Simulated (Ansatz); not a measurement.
# SnSe (Pnma) in Ansatz: further runs

The runs below take SnSe through band structure, with PBEsol, LDA, PBE.

Program: Ansatz 0.2.0. These are calculated values, not measurements. Logs are shortened: lines on timing, memory, paths and dates and some standing lists are left out, and cuts for length are marked.

**Experimental background.**

“Linear dichroism of the optical properties of SnS and SnSe van der Waals crystals”, 2024, arxiv:2409.17412 reports, for a bulk crystal of SnSe: band gap 0.89 eV (indirect) at 300 K; band gap 0.99 eV (indirect) at 20 K.

The runs below are set against these values where they give the same quantity.

**1. The crystal as given**

It takes space group Pnma (No. 62, orthorhombic). The conventional cell has a = 11.420 Å, b = 4.190 Å, c = 4.460 Å, α = 90.00°, β = 90.00°, γ = 90.00°. Around Sn (site symmetry m) lie 3 Se at 2.69 to 2.83 Å. Se (site symmetry m) is surrounded by 3 Sn at 2.69 to 2.83 Å.

**2. Band structure, PBEsol**

input.yaml reads:

```yaml
crystal:
  lattice:
    - [11.42, 0.0, 0.0]
    - [0.0, 4.19, 0.0]
    - [0.0, 0.0, 4.46]
  atoms:
    - { symbol: Sn, position: [0.877, 0.75, 0.909] }
    - { symbol: Sn, position: [0.623, 0.25, 0.409] }
    - { symbol: Sn, position: [0.377, 0.75, 0.591] }
    - { symbol: Sn, position: [0.123, 0.25, 0.091] }
    - { symbol: Se, position: [0.643, 0.75, 0.984] }
    - { symbol: Se, position: [0.857, 0.25, 0.484] }
    - { symbol: Se, position: [0.143, 0.75, 0.516] }
    - { symbol: Se, position: [0.357, 0.25, 0.016] }
kpoints:
  mp_grid: { grid: [3, 6, 6] }
  band_path:
    path:
      - [0.0, 0.0, 0.0]
      - [0.0, 0.5, 0.0]
      - [0.0, 0.5, 0.5]
      - [0.0, 0.0, 0.5]
      - [0.0, 0.0, 0.0]
      - [0.5, 0.0, 0.0]
      - [0.5, 0.5, 0.0]
      - [0.5, 0.5, 0.5]
    npoints: 12
scf:
  occupations: { method: fermi_dirac, width: 0.05 }
hamiltonian:
  xc: pbesol
  pseudopotentials: { kind: all_electron, lapw: { basis_error: 0.002 } }
output:
  forces: true
  stress: true
  eigenvalues: true
```

Potentials or basis: all-electron LAPW, scalar-relativistic.

The run is started by

```console
$ ansatz run input.yaml --threads 4 --pin off --max-ram 12288MiB --backend cpu --events-out ev --progress --plain --runs-dir out
```

Standard output:

```text
Warning: RAYON_NUM_THREADS=4 ignored (pool sized by the plan → 4); use --threads N
LAPW: plane waves up to 7.869 Å⁻¹, error target 2.0e-3 eV per atom; small_component_spin mean_spin; Se in spheres of 1.289 Å, 24 of its electrons in bands, Dirac shells []; Sn in spheres of 1.404 Å, 22 of its electrons in bands, Dirac shells [] (how accurate: hamiltonian.pseudopotentials.lapw.basis_error, Limitations)
Engine: ansatz 0.2.0, aarch64-unknown-linux-gnu
Pseudopotentials: kind: all_electron
Pseudopotential: Sn, LAPW, valence charge 22, lapw/all_electron/scalar/gaussian/Sn, Koelling and Harmon's equation, gaussian nucleus
[... 61 lines left out ...]
  P = ⅓ Tr σ = -0.5626 GPa (-5.626 kbar)
--- Band table (eV; the first three rows and the last of 32) ---
  k-point 0: bands = ["-196.6697", "-196.6697", "-196.6697", "-196.6697", "-136.3436", "-136.3436", "-136.3436", "-136.3436", "-136.3390", "-136.3390", "-136.3390", "-136.3390", "-136.3198", "-136.3198", "-136.3198", "-136.3198", "-118.4139", "-118.4139", "-118.4138", "-118.4138", "-74.2629", "-74.2629", "-74.2629", "-74.2628", "-74.2628", "-74.2628", "-74.2627", "-74.2627", "-74.2191", "-74.2191", "-74.2188", "-74.2188", "-36.7789", "-36.7788", "-36.7788", "-36.7788", "-36.7782", "-36.7781", "-36.7780", "-36.7780", "-36.7652", "-36.7651", "-36.7651", "-36.7649", "-36.7591", "-36.7590", "-36.7590", "-36.7589", "-36.7554", "-36.7553", "-36.7552", "-36.7551", "-10.6097", "-10.5931", "-10.5920", "-10.5902", "-10.5865", "-10.5848", "-10.5847", "-10.5845", "-10.5790", "-10.5764", "-10.5745", "-10.5639", "-10.5606", "-10.5602", "-10.5435", "-10.5393", "-10.5317", "-10.5283", "-10.5268", "-10.5161", "-3.1765", "-2.8441", "-2.0830", "-1.6072", "3.4032", "4.4704", "5.2225", "5.5126", "5.6393", "7.1693", "7.2571", "7.3021", "7.7507", "7.8067", "8.4277", "8.8386", "9.1235", "9.4577", "9.8783", "10.0972", "11.4045", "13.5736", "13.6283", "13.6507", "13.9559", "14.0091", "14.9399", "15.1512", "15.2139", "15.2720", "15.8800", "16.5352", "16.5901", "16.5901", "17.0144", "17.3113", "17.4147", "18.1293", "18.9558"]
  k-point 1: bands = ["-196.6697", "-196.6697", "-196.6697", "-196.6697", "-136.3436", "-136.3436", "-136.3436", "-136.3436", "-136.3390", "-136.3390", "-136.3390", "-136.3390", "-136.3198", "-136.3198", "-136.3198", "-136.3198", "-118.4139", "-118.4139", "-118.4138", "-118.4138", "-74.2629", "-74.2629", "-74.2629", "-74.2629", "-74.2628", "-74.2628", "-74.2627", "-74.2627", "-74.2191", "-74.2191", "-74.2188", "-74.2188", "-36.7789", "-36.7789", "-36.7788", "-36.7788", "-36.7782", "-36.7781", "-36.7780", "-36.7780", "-36.7652", "-36.7651", "-36.7650", "-36.7649", "-36.7591", "-36.7591", "-36.7590", "-36.7589", "-36.7554", "-36.7553", "-36.7552", "-36.7551", "-10.6078", "-10.5924", "-10.5920", "-10.5914", "-10.5871", "-10.5857", "-10.5854", "-10.5816", "-10.5805", "-10.5733", "-10.5733", "-10.5642", "-10.5612", "-10.5596", "-10.5435", "-10.5385", "-10.5330", "-10.5293", "-10.5260", "-10.5167", "-3.0596", "-2.7361", "-2.0727", "-1.6392", "3.0367", "4.2106", "4.5039", "5.1572", "5.7436", "7.3462", "7.4380", "7.8479", "7.9172", "8.4313", "8.5434", "9.0511", "9.1854", "9.6193", "9.9394", "10.0900", "11.5011", "12.6891", "13.2807", "13.4379", "13.6873", "13.9712", "14.4938", "14.4946", "15.0968", "15.2667", "15.7221", "15.8069", "15.9715", "16.6931", "17.0633", "17.3573", "18.0541", "18.3563", "18.6290"]
  k-point 2: bands = ["-196.6697", "-196.6697", "-196.6697", "-196.6697", "-136.3436", "-136.3436", "-136.3436", "-136.3436", "-136.3390", "-136.3390", "-136.3390", "-136.3390", "-136.3198", "-136.3198", "-136.3198", "-136.3198", "-118.4139", "-118.4139", "-118.4138", "-118.4138", "-74.2629", "-74.2629", "-74.2629", "-74.2629", "-74.2628", "-74.2628", "-74.2627", "-74.2627", "-74.2191", "-74.2191", "-74.2188", "-74.2188", "-36.7789", "-36.7789", "-36.7788", "-36.7788", "-36.7781", "-36.7781", "-36.7781", "-36.7780", "-36.7651", "-36.7651", "-36.7650", "-36.7649", "-36.7591", "-36.7591", "-36.7590", "-36.7589", "-36.7553", "-36.7553", "-36.7552", "-36.7552", "-10.6033", "-10.5942", "-10.5936", "-10.5913", "-10.5894", "-10.5865", "-10.5851", "-10.5836", "-10.5746", "-10.5706", "-10.5666", "-10.5655", "-10.5634", "-10.5589", "-10.5425", "-10.5365", "-10.5360", "-10.5316", "-10.5238", "-10.5185", "-2.7472", "-2.4453", "-2.1232", "-1.7798", "2.5668", "3.3835", "3.8431", "4.4365", "6.2288", "7.5872", "7.9332", "8.3668", "8.6692", "8.7345", "8.8591", "9.2143", "9.3821", "9.9332", "10.1606", "10.6610", "11.5267", "12.0419", "12.0757", "12.2917", "13.0279", "13.1455", "13.5909", "13.6288", "14.4602", "14.5330", "15.8564", "16.2009", "16.7155", "17.1929", "17.7969", "18.2103", "18.3131", "18.6740", "19.0542"]
  k-point 31: bands = ["-196.6697", "-196.6697", "-196.6697", "-196.6697", "-136.3436", "-136.3436", "-136.3436", "-136.3436", "-136.3390", "-136.3390", "-136.3390", "-136.3390", "-136.3198", "-136.3198", "-136.3198", "-136.3198", "-118.4138", "-118.4138", "-118.4138", "-118.4138", "-74.2629", "-74.2629", "-74.2629", "-74.2629", "-74.2628", "-74.2628", "-74.2628", "-74.2628", "-74.2190", "-74.2190", "-74.2190", "-74.2190", "-36.7789", "-36.7789", "-36.7789", "-36.7789", "-36.7780", "-36.7780", "-36.7780", "-36.7780", "-36.7650", "-36.7650", "-36.7650", "-36.7650", "-36.7591", "-36.7591", "-36.7591", "-36.7591", "-36.7552", "-36.7552", "-36.7552", "-36.7552", "-10.6127", "-10.6127", "-10.6089", "-10.6089", "-10.5770", "-10.5770", "-10.5747", "-10.5747", "-10.5689", "-10.5689", "-10.5680", "-10.5680", "-10.5507", "-10.5507", "-10.5448", "-10.5448", "-10.5279", "-10.5279", "-10.5236", "-10.5236", "-1.8675", "-1.8675", "-1.8630", "-1.8630", "3.9062", "3.9062", "3.9797", "3.9797", "5.7835", "5.7835", "6.0802", "6.0802", "6.7906", "6.7906", "7.1106", "7.1106", "8.8599", "8.8599", "9.2267", "9.2267", "13.2185", "13.2185", "13.4142", "13.4142", "15.3632", "15.3632", "15.3673", "15.3673", "16.8233", "16.8233", "16.9994", "16.9994", "17.0858", "17.0858", "17.9038", "17.9038", "20.0989", "20.0989", "20.7186"]
```

bands.tsv:

```text
[... 99 lines left out ...]
```

Run time: 1.9 min. Hardware: 4 threads of Arm Neoverse V1, shared host; peak memory 1.2 GiB.

What came out:

```
Free energy             : -936386.7995 eV
Pressure                : -0.6 GPa
Largest force           : 0.234 eV/Å
Band gap on the k mesh  : 0.49 eV, indirect (least direct gap 0.67 eV)
Band gap along the path : 0.49 eV, indirect (least direct gap 0.67 eV)
```

Forces in eV/Å, atoms in the order of the input:
```
Sn   0.225  0.000 -0.064
Sn  -0.225  0.000 -0.064
Sn   0.225  0.000  0.064
Sn  -0.225  0.000  0.064
Se  -0.200  0.000  0.066
Se   0.200  0.000  0.066
Se  -0.200  0.000 -0.066
Se   0.200  0.000 -0.066
```

Levels at the corners of the path, in eV from the valence-band top:
```csv
point,band 88,band 89,band 90,band 91,band 92,band 93,band 94,band 95,band 96,band 97
Γ,-1.82,-1.54,-1.20,-0.78,-0.56,0.74,2.91,2.97,2.99,3.29
X,-1.72,-1.05,-1.05,-0.76,-0.76,0.85,0.85,1.35,1.35,1.61
S,-3.20,-2.26,-2.26,-1.53,-1.53,2.82,2.82,3.09,3.09,4.81
Y,-1.48,-0.81,-0.81,-0.34,-0.34,1.21,1.21,1.55,1.55,1.60
Γ,-1.82,-1.54,-1.20,-0.78,-0.56,0.74,2.91,2.97,2.99,3.29
Z,-2.11,-1.83,-1.83,-0.63,-0.63,2.58,2.58,2.78,2.78,3.67
U,-2.14,-1.03,-1.03,-1.03,-1.03,1.35,1.35,1.35,1.35,1.98
R,-3.79,-1.54,-1.54,-1.54,-1.54,2.56,2.56,2.56,2.56,4.68
```

Caveat: spin-orbit coupling is left out, which moves the levels of the heavy elements.

**3. Band structure, LDA**

input.yaml, as its differences from that of step 2:

```diff
@@ -30,3 +30,3 @@
 hamiltonian:
-  xc: pbesol
+  xc: lda
   pseudopotentials: { kind: all_electron, lapw: { basis_error: 0.002 } }
```

Potentials or basis: all-electron LAPW, scalar-relativistic.

The run is started by

```console
$ ansatz run input.yaml --threads 4 --pin off --max-ram 12288MiB --backend cpu --events-out ev --progress --plain --runs-dir out
```

Standard output:

```text
Warning: RAYON_NUM_THREADS=4 ignored (pool sized by the plan → 4); use --threads N
[... 70 lines left out ...]
  k-point 31: bands = ["-196.2353", "-196.2353", "-196.2353", "-196.2353", "-136.2814", "-136.2814", "-136.2814", "-136.2814", "-136.2766", "-136.2766", "-136.2766", "-136.2766", "-136.2575", "-136.2575", "-136.2575", "-136.2575", "-118.3517", "-118.3517", "-118.3517", "-118.3517", "-74.2847", "-74.2847", "-74.2847", "-74.2847", "-74.2841", "-74.2841", "-74.2841", "-74.2841", "-74.2428", "-74.2428", "-74.2428", "-74.2428", "-37.0389", "-37.0389", "-37.0389", "-37.0389", "-37.0379", "-37.0379", "-37.0379", "-37.0379", "-37.0251", "-37.0251", "-37.0251", "-37.0251", "-37.0189", "-37.0189", "-37.0189", "-37.0189", "-37.0150", "-37.0150", "-37.0150", "-37.0150", "-10.7519", "-10.7519", "-10.7478", "-10.7478", "-10.7153", "-10.7153", "-10.7135", "-10.7135", "-10.7074", "-10.7074", "-10.7069", "-10.7069", "-10.6892", "-10.6892", "-10.6837", "-10.6837", "-10.6674", "-10.6674", "-10.6628", "-10.6628", "-2.0759", "-2.0759", "-2.0712", "-2.0712", "3.6636", "3.6636", "3.7393", "3.7393", "5.6224", "5.6224", "5.9107", "5.9107", "6.6328", "6.6328", "6.9485", "6.9485", "8.6778", "8.6778", "9.0449", "9.0449", "13.0283", "13.0283", "13.2268", "13.2268", "15.1470", "15.1470", "15.1510", "15.1510", "16.6139", "16.6139", "16.7720", "16.7720", "16.8736", "16.8736", "17.7095", "17.7095", "19.9408", "19.9408", "20.5800"]
```

bands.tsv:

```text
[... 99 lines left out ...]
```

Wall time 1.9 min (4 threads of Arm Neoverse V1, shared host); peak memory 1.2 GiB.

What came out:

* Free energy: -935942.8809 eV
* Pressure: -2.0 GPa
* Largest force: 0.183 eV/Å
* Band gap on the k mesh: 0.48 eV, indirect (least direct gap 0.67 eV)
* Band gap along the path: 0.48 eV, indirect (least direct gap 0.67 eV)

Forces on the atoms (eV/Å):
```
Sn   0.131  0.000 -0.127
Sn  -0.131  0.000 -0.127
Sn   0.131  0.000  0.127
Sn  -0.131  0.000  0.127
Se  -0.133  0.000  0.115
Se   0.133  0.000  0.115
Se  -0.133  0.000 -0.115
Se   0.133  0.000 -0.115
```

Levels at the corners of the path, in eV from the valence-band top:
| point | band 88 | band 89 | band 90 | band 91 | band 92 | band 93 | band 94 | band 95 | band 96 | band 97 |
| --- | --- | --- | --- | --- | --- | --- | --- | --- | --- | --- |
| Γ | -1.78 | -1.50 | -1.20 | -0.76 | -0.55 | 0.74 | 2.90 | 3.02 | 3.06 | 3.30 |
| X | -1.67 | -1.03 | -1.03 | -0.76 | -0.76 | 0.86 | 0.86 | 1.31 | 1.31 | 1.61 |
| S | -3.16 | -2.24 | -2.24 | -1.50 | -1.50 | 2.82 | 2.82 | 3.09 | 3.09 | 4.86 |
| Y | -1.43 | -0.81 | -0.81 | -0.35 | -0.35 | 1.20 | 1.20 | 1.55 | 1.55 | 1.57 |
| Γ | -1.78 | -1.50 | -1.20 | -0.76 | -0.55 | 0.74 | 2.90 | 3.02 | 3.06 | 3.30 |
| Z | -2.07 | -1.78 | -1.78 | -0.61 | -0.61 | 2.62 | 2.62 | 2.79 | 2.79 | 3.65 |
| U | -2.09 | -1.02 | -1.02 | -1.02 | -1.02 | 1.35 | 1.35 | 1.35 | 1.35 | 1.98 |
| R | -3.75 | -1.51 | -1.51 | -1.51 | -1.51 | 2.59 | 2.59 | 2.59 | 2.59 | 4.66 |

Caveat: spin-orbit coupling is left out, which moves the levels of the heavy elements.

**4. Band structure, PBE**

input.yaml, as its differences from that of step 3:

```diff
@@ -30,3 +30,3 @@
 hamiltonian:
-  xc: lda
+  xc: pbe
   pseudopotentials: { kind: all_electron, lapw: { basis_error: 0.002 } }
```

The run is started by

```console
$ ansatz run input.yaml --threads 4 --pin off --max-ram 12288MiB --backend cpu --events-out ev --progress --plain --runs-dir out
```

It took 1.9 min on 4 threads of Arm Neoverse V1, shared host; peak memory 1.2 GiB.

Results (log left out):

```
Free energy             : -936863.7979 eV
Pressure                : 2.4 GPa
Largest force           : 0.309 eV/Å
Band gap on the k mesh  : 0.54 eV, indirect (least direct gap 0.72 eV)
Band gap along the path : 0.54 eV, indirect (least direct gap 0.72 eV)
```

Forces in eV/Å, atoms in the order of the input:
```
Sn   0.309  0.000 -0.020
Sn  -0.309  0.000 -0.020
Sn   0.309  0.000  0.020
Sn  -0.309  0.000  0.020
Se  -0.257  0.000  0.029
Se   0.257  0.000  0.029
Se  -0.257  0.000 -0.029
Se   0.257  0.000 -0.029
```

Stress tensor (GPa, compression positive):
```
4.21 0.00 0.00
0.00 1.59 0.00
0.00 0.00 1.38
```

Levels at the corners of the path, in eV from the valence-band top:
```
point  band 90  band 91  band 92  band 93  band 94  band 95
    Γ    -1.20    -0.78    -0.56     0.80     2.96     3.05
    X    -1.03    -0.76    -0.76     0.91     0.91     1.40
    S    -2.25    -1.52    -1.52     2.86     2.86     3.12
    Y    -0.78    -0.31    -0.31     1.26     1.26     1.59
    Γ    -1.20    -0.78    -0.56     0.80     2.96     3.05
    Z    -1.83    -0.64    -0.64     2.65     2.65     2.83
    U    -1.02    -1.02    -1.02     1.40     1.40     1.40
    R    -1.54    -1.54    -1.54     2.62     2.62     2.62
```

Caveat: spin-orbit coupling is left out, which moves the levels of the heavy elements.

**5. Summary**

| level | gap on the mesh (eV) | pressure (GPa) | largest force (eV/Å) |
| --- | --- | --- | --- |
| PBEsol | 0.49 | -0.6 | 0.23 |
| LDA | 0.48 | -2.0 | 0.18 |
| PBE | 0.54 | 2.4 | 0.31 |

Alike in all rows: task band structure; potentials or basis all-electron LAPW, scalar-relativistic; no spin polarisation; cell as given; k mesh 3 × 6 × 6; cutoff (eV) 236; smearing fermi-dirac 0.05 eV; basis error allowed 0.002 eV/atom.

On the cell as given the gap runs from 0.48 eV (LDA) to 0.54 eV (PBE). The pressure there spans -2.0 GPa (LDA) to 2.4 GPa (PBE); a positive pressure means that this level wants a larger cell, a negative one a smaller.

Caveats: spin-orbit coupling is left out, which moves the levels of the heavy elements.

Compare energies only between runs with the same functional and basis.

**6. Against experiment**

Step 2. Against the measured gap of SnSe, 0.89 eV (indirect; 300 K; “Linear dichroism of the optical properties of SnS and SnSe van der Waals crystals”, 2024, arxiv:2409.17412), the calculated 0.49 eV is off by -0.40 eV. 2 values of this kind are on record (0.89 to 0.99 eV); this one was drawn at random. Spin-orbit coupling on Se, Sn is left out. The value is that of PBEsol, without temperature or zero-point motion. Semilocal functionals fall short of measured gaps as a rule.

Step 3. Measured gap of SnSe: 0.99 eV (indirect; 20 K; “Linear dichroism of the optical properties of SnS and SnSe van der Waals crystals”, 2024, arxiv:2409.17412). This calculation gives 0.48 eV (-0.51 eV). 2 values of this kind are on record (0.89 to 0.99 eV); this one was drawn at random. Spin-orbit coupling on Se, Sn is left out. The value is that of LDA, without temperature or zero-point motion. Semilocal functionals fall short of measured gaps as a rule.

Step 4. A measured gap of SnSe is 0.89 eV (indirect; 300 K; “Linear dichroism of the optical properties of SnS and SnSe van der Waals crystals”, 2024, arxiv:2409.17412); the calculated 0.54 eV misses it by -0.35 eV. 2 values of this kind are on record (0.89 to 0.99 eV); this one was drawn at random. Spin-orbit coupling on Se, Sn is left out. The value is that of PBE, without temperature or zero-point motion. Semilocal functionals fall short of measured gaps as a rule.
